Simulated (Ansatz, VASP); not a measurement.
## Al in VASP and in Ansatz

```xyz
2
Lattice="2.8501 0.0000 0.0000 -1.4251 2.4683 0.0000 0.0000 0.0000 4.6366" Properties=species:S:1:pos:R:3 pbc="T T T"
Al    0.0000    1.6455    1.1592
Al    1.4251    0.8228    3.4775
```

Alike in both runs: functional PBEsol; k mesh 17 × 17 × 9; occupations fermi-dirac, width 0.05 eV; no spin polarisation.

Ansatz relaxed the structure, and its values are those at the end. VASP's run is a single point on that final structure, the one shown.

|  | VASP | Ansatz |
| --- | --- | --- |
| version | VASP 6.6.1 | Ansatz 0.2.0 |
| potentials or method | VASP PAW PBE potentials, release 64 (Al) | PAW with Ansatz's default frozen-core files, scalar-relativistic |
| plane-wave cutoff (eV) | 520 | 420 |
| valence electrons in the cell | 6 | 6 |

|  | VASP | Ansatz | Ansatz less VASP |
| --- | --- | --- | --- |
| pressure (GPa) | 0.1 | 0.0 | -0.06 |

Caveats: the PAW data sets were made with another functional, which shifts forces and pressure a little (VASP).
